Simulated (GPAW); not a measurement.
Crystal: MnS.

```
CELL_PARAMETERS angstrom
0.00000 2.47346 2.47346
2.47346 0.00000 2.47346
2.47346 2.47346 0.00000
ATOMIC_POSITIONS crystal
Mn 0.00000 0.00000 0.00000
S 0.75000 0.75000 0.75000
```

The cell is a database's computed one.

- Program: GPAW 26.7.0
- Task: single point
- Functional: PBE
- Potentials or basis: GPAW PAW data sets (gpaw-data 1.2.1)
- Cutoff: 600 eV
- Basis: pw
- k mesh: 9 × 9 × 9
- Occupations: fermi-dirac, width 0.05 eV
- Spin: collinear spin, ferromagnetic start
- Starting moments: [4.0, 0.0] μB

On this cell: pressure 3.8 GPa; largest force zero by symmetry; net moment 0.21 μB per cell; site moments Mn +0.19; S -0.00 μB; band gap on the k mesh none (metal or under the smearing width).

The same run follows on a disturbed copy (atoms moved at random, drawn with an rms of 0.05 Å):

```
CELL_PARAMETERS angstrom
0.00000 2.47346 2.47346
2.47346 0.00000 2.47346
2.47346 2.47346 0.00000
ATOMIC_POSITIONS crystal
Mn 0.00349 0.99627 0.00136
S 0.72711 0.73210 0.76250
```

Q: What changes?

A: The energy (extrapolated to zero smearing) moves by +39.8 meV/atom; pressure 4.8 GPa; largest force 1.496 eV/Å; net moment 0.19 μB per cell; site moments Mn +0.18; S -0.00 μB; band gap on the k mesh none (metal or under the smearing width).

Forces in eV/Å, atoms in the order of the input:
```
Mn   0.096 -0.518 -1.400
S   -0.096  0.518  1.400
```

Stress tensor (GPa, compression positive):
```
 4.83 -8.20 -2.94
-8.20  4.80  0.10
-2.94  0.10  4.68
```

Caveats: the moment fell far below its start of 4 μB, so a state of higher moment may lie lower in energy; semilocal functionals often make such compounds metallic where correlation or magnetic order opens a gap, which also shifts bond lengths.
